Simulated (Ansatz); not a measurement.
**Zone-centre phonons of H at 6 GPa: input and output**

The calculation used DFT PBE, scalar-relativistic, plane waves, PAW (Ansatz 0.2.0).

It can be run as:
```bash
ansatz run input.yaml --threads 1 --pin off --backend cpu --events-out ev --progress --plain --runs-dir out  # memory cap (--max-ram) not shown
```

Input (bare energies are in eV):
```yaml
crystal:
  lattice:
    - [-1.3005586586, 1.3005586586, 1.8041647904]
    - [1.3005586586, -1.3005586586, 1.8041647904]
    - [1.3005586586, 1.3005586586, -1.8041647904]
  atoms:
    - { symbol: H, position: [0.8966736549, 0.8966736549, 0.0] }
    - { symbol: H, position: [0.1033263451, 0.1033263451, 0.0] }
basis:
  ecutwfc: 420
kpoints:
  mp_grid: { grid: [8, 8, 8] }
hamiltonian:
  xc: pbe
scf:
  occupations: { method: fixed }
output:
  eigenvalues: true
phonons:
  method: dfpt
  dielectric: true
  rigid_motions: translations
  eigenvectors: true
```

The end of the output:
```
--- Phonons (Γ-DFPT): 2 representative perturbations + reference, on 150 of 512 k-points (Σ response iterations 8) ---
  k mesh reduced under 2 symmetry operations, with k and −k counted as one. Each operation leaves every solved perturbation unchanged. A smaller set is not considered because the run solves the response ...
  ASR residual: 1.446e-4 → 0.000e0 eV/Å²; symmetrization residual: 3.696e-8 eV/Å²
  ASR residual per site (eV/Å²): 1.45e-4 1.45e-4
  Γ frequencies (cm⁻¹): 0.00 0.00 0.00 264.42 264.42 4333.64
  ε∞ (high-frequency dielectric tensor):
        1.975335    -0.000000     0.000000
        0.000000     1.975335     0.000000
        0.000000     0.000000     2.459241
  ε⁰ (static dielectric tensor: ions relaxed, cell fixed):
        1.975335    -0.000000     0.000000
        0.000000     1.975335     0.000000
        0.000000     0.000000     2.459241
  ε⁰ − ε∞ (ionic part):
        0.000000     0.000000     0.000000
        0.000000     0.000000     0.000000
        0.000000     0.000000     0.000000
  softest optical mode at Γ: 264.42 cm⁻¹; the repairs (sum rule, projections) moved no ω² at Γ by more than (6.25 cm⁻¹)²
  Born effective charges Z* (e; rows j = field, columns β = displacement):
    site 0:
         0.00000    0.00000    0.00000
         0.00000    0.00000    0.00000
         0.00000    0.00000    0.00000
    site 1:
         0.00000    0.00000    0.00000
         0.00000    0.00000    0.00000
         0.00000    0.00000    0.00000
  Z* charge neutrality: 5.777e-6 e pre-enforcement
  k-mesh period / interband length: 20.6 Å / 0.94 Å = 21.87 at k = (-0.5000, -0.5000, -0.5000), direct gap 7.921 eV — 14 or more, which is no proof of convergence
  optical modes at Γ without the LO–TO term, one row a degenerate level:
      ω (cm⁻¹) modes IR ((D/Å)²/amu)
        264.42      2             0.0000
       4333.64      1             0.0000
  optical modes at Γ + LO–TO along q̂ = [1.0000, 0.0000, 0.0000]:
      ω (cm⁻¹) modes IR ((D/Å)²/amu)
        264.42      2             0.0000
       4333.64      1             0.0000
  optical modes at Γ + LO–TO along q̂ = [0.0000, 1.0000, 0.0000]:
      ω (cm⁻¹) modes IR ((D/Å)²/amu)
        264.42      2             0.0000
       4333.64      1             0.0000
  optical modes at Γ + LO–TO along q̂ = [0.0000, 0.0000, 1.0000]:
      ω (cm⁻¹) modes IR ((D/Å)²/amu)
        264.42      2             0.0000
       4333.64      1             0.0000
```

The crystal is built of molecules and no dispersion correction was added, so the binding between them is poorly described, and with it their spacing and whatever depends on it. Other phases may be more stable at this pressure.